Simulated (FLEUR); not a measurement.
## LiF (Griceite) under changes of volume

One of the cells (8.169 Å³/atom); the others are scaled copies at fixed shape and fractional positions:

```
F Li
1.0
     0.00000    2.01400    2.01400
     2.01400    0.00000    2.01400
     2.01400    2.01400    0.00000
F Li
1 1
Direct
  0.50000 0.50000 0.50000
  0.00000 0.00000 0.00000
```

```yaml
Program: FLEUR MaX-R8.1 (later development tree)
Functional: Wu-Cohen GGA
Potentials_or_basis: all-electron
Basis: FLAPW
Kmax: 4.21 1/bohr
k_mesh: 11 × 11 × 11
Occupations: fermi-dirac, width 0.05 eV
Spin: no spin polarisation
```

```csv
volume (Å³/atom),energy over the lowest point (meV/atom),gap on the mesh (eV)
7.679,3.94,9.48
7.842,?,?
8.169,0.00,8.92
8.496,4.57,8.58
8.659,8.68,8.43
```

Task: What does the run at 7.842 Å³/atom give?

Result: Energy over the lowest point 0.90 meV/atom; gap on the mesh 9.28 eV.

Worked out: A Birch-Murnaghan fit of order 2 (a polynomial in V^(-2/3)) to the other rows has its minimum at 8.06 Å³/atom with B0 = V·E''(V) = 72 GPa. It gives 0.97 meV/atom at 7.842 Å³/atom, against the run's 0.90. A straight line through the other rows of the gap, of slope -8.78 eV per unit of ln V (its deformation potential), gives 9.29 eV, against the run's 9.28.

Energies are extrapolated to zero smearing.

Caveats: an odd mesh through Γ misses points on the zone boundary, where band edges often lie.
